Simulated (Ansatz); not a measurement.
Runs of Ansatz 0.2.0 on EuO. The structure is cubic, space group Fm-3m (No. 225). Conventional cell: a = 5.144 Å, b = 5.144 Å, c = 5.144 Å, α = 90.00°, β = 90.00°, γ = 90.00°. Around Eu (site symmetry m-3m) lie 6 O at 2.57 Å. O (site symmetry m-3m) is surrounded by 6 Eu at 2.57 Å. 

```csv
task,level,spin,U,fixed moment (μB),cell,k mesh,smearing,hubbard projectors,double counting,points for each segment of the path,mesh quality,gap on the mesh (eV),pressure (GPa),moment (μB)
single point,revPBE+D4+U,"collinear, program default start",Eu f U = 8 eV,0,as given,9 × 9 × 9,tetrahedron,ortho-atomic (the default),fll (the default),-,not flagged,-,-6.1,0.00
relaxation of cell and atoms,HSE03,"collinear, ferromagnetic start",-,-,relaxed,5 × 5 × 5,fermi-dirac 0.05 eV,-,-,-,coarse,0.34,0.0,7.00
single point,PBEsol,"collinear, ferromagnetic start",-,-,as given,9 × 9 × 9,gaussian 0.1 eV,-,-,-,not flagged,none,(b),6.97
band structure,LDA,"collinear, ferromagnetic start",-,-,as given,9 × 9 × 9,fermi-dirac 0.05 eV,-,-,14,not flagged,none,-13.0,(a)
```

Alike in all rows: potentials or basis Ansatz PAW; cutoff (eV) 420.

Question: Fill in the values left out.

Answer: (a) 6.93; (b) -9.1.

Caveats: some runs use coarse meshes; spin-orbit coupling is left out, which moves the levels of the heavy elements; the PAW data sets come from PBE, with cores solved anew for the run's functional, which leaves a small shift of forces and pressure; a cell with one magnetic atom can't hold antiferromagnetic order, which such compounds often take (some runs); the magnetic or orbital state may not be the lowest (some runs); without U or exact exchange the open f shell lies at the Fermi level, which spoils levels, moments and volumes (some runs); the total moment is fixed, so each spin has its own Fermi level (some runs); with tetrahedron occupations forces and stress needn't match the slope of the energy (some runs).

A k mesh can miss the band edges, and the runs leave out spin-orbit coupling on Eu.

A gap of «none» marks a metal or a gap under the smearing width.

Runs at the PBE level aren't shown here.
